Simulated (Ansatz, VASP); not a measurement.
This is a calculation of TiO2 for Ansatz 0.2.0. The cell is a database's computed one, not the measured one.

input.yaml

```yaml
crystal:
  lattice:
    - [4.5998373239, 0.0, 0.0]
    - [0.0, 4.5998373239, 0.0]
    - [0.0, 0.0, 2.95921356]
  atoms:
    - { symbol: Ti, position: [0.0, 0.0, 0.5] }
    - { symbol: Ti, position: [0.5, 0.5, 0.0] }
    - { symbol: O, position: [0.30432132, 0.30432132, 0.5] }
    - { symbol: O, position: [0.19567868, 0.80432132, 0.0] }
    - { symbol: O, position: [0.80432132, 0.19567868, 0.0] }
    - { symbol: O, position: [0.69567868, 0.69567868, 0.5] }
hamiltonian:
  xc: pbesol
  pseudopotentials: { kind: paw }
  dispersion: d4
kpoints:
  mp_grid: { grid: [6, 6, 9] }
scf:
  occupations: { method: fermi_dirac, width: 0.05 }
output:
  forces: true
  stress: true
  eigenvalues: true
  write_density: true
  write_potential: true
  elf: true
  volumetric_format: npy
relax:
  f_tol: 0.01
  max_steps: 40
  cell: { stress_tol: 0.05 }
```

Potentials or basis: Ansatz PAW.

Launch:

```sh
$ ansatz run input.yaml --threads 1 --pin off --max-ram 3584MiB --backend cpu --events-out ev --progress --plain --runs-dir out
```

What does the same run look like in VASP 6.6.1? Potentials or basis there: PBE PAW files O, Ti_sv, 600 eV.

As run (cutoffs and basis follow the program's own potentials, and thresholds, step limits or extra output files can differ):

Contents of INCAR:

```
SYSTEM = TiO2
PREC = Accurate
ENCUT = 600
EDIFF = 1E-7
ISMEAR = -1
SIGMA = 0.05
LREAL = .False.
LASPH = .True.
NELM = 80
ALGO = Fast
ISIF = 3
LWAVE = .False.
LCHARG = .False.
GGA = PS
IVDW = 13
IBRION = 2
NSW = 40
EDIFFG = -0.005
```

The input KPOINTS:

```
Automatic mesh
0
Gamma
  6 6 9
  0 0 0
```

POSCAR

```
TiO2
1.0
    4.5998373239      0.0000000000      0.0000000000
    0.0000000000      4.5998373239      0.0000000000
    0.0000000000      0.0000000000      2.9592135600
Ti O
2 4
Direct
    0.0000000000      0.0000000000      0.5000000000
    0.5000000000      0.5000000000      0.0000000000
    0.3043213200      0.3043213200      0.5000000000
    0.1956786800      0.8043213200      0.0000000000
    0.8043213200      0.1956786800      0.0000000000
    0.6956786800      0.6956786800      0.5000000000
```

Potentials or basis: VASP PAW PBE potentials, release 64 (Ti_sv, O).

Command:

```bash
$ cat potpaw_PBE.64/Ti_sv/POTCAR potpaw_PBE.64/O/POTCAR > POTCAR
$ mpirun -np 1 vasp_std > vasp.out
```

Both were run:

|  | Ansatz | VASP |
| --- | --- | --- |
| Relaxed volume | 10.22 Å³/atom | 10.24 Å³/atom |
| Relaxed cell | a = 4.572 Å, b = 4.572 Å, c = 2.934 Å, α = 90.00°, β = 90.00°, γ = 90.00° | a = 4.574 Å, b = 4.574 Å, c = 2.936 Å, α = 90.00°, β = 90.00°, γ = 90.00° |
| Space group after relaxing | P4_2/mnm (No. 136) | P4_2/mnm (No. 136) |
| Pressure after relaxing | 0.0 GPa | 0.0 GPa |

Ansatz's pressure holds a Pulay term of +0.81 GPa for its cutoff of 420 eV, which the other run lacks.

Ansatz's potentials were made for PBE. VASP's potentials were made for PBE.

Where Ansatz's input types no cutoff or centring, it takes its own default and a Γ-centred mesh.

Pressure is positive in compression.
